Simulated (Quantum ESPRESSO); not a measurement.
# PbO2: zone-centre phonons under several settings

```xyz
3
Lattice="0.0000 2.7020 2.7020 2.7020 0.0000 2.7020 2.7020 2.7020 0.0000" Properties=species:S:1:pos:R:3 pbc="T T T"
Pb    0.0000    0.0000    0.0000
O     4.0530    4.0530    4.0530
O     1.3510    1.3510    1.3510
```

The cell comes from a database or a generator and needn't be the stable form of this composition.

All runs used Quantum ESPRESSO 7.5; k mesh 9 × 9 × 9; relaxed cell; no spin polarisation.

```tsv
level	potentials	cutoff (eV)	occupations	volume (Å³/atom)	lowest optical mode without the field (cm⁻¹)	highest optical mode without the field (cm⁻¹)
PBEsol	GBRV 1.5 PBEsol	612	cold, width 0.2 eV	12.56	264	435
PBE	GBRV 1.5 PBE	612	cold, width 0.136 eV	13.14	242	414
LDA	JTH 2.0 LDA	707	cold, width 0.2 eV	?	?	?
```

Task: What stands in the row left open?

Result: Volume 12.19 Å³/atom; lowest optical mode without the field 280 cm⁻¹; highest optical mode without the field 449 cm⁻¹.
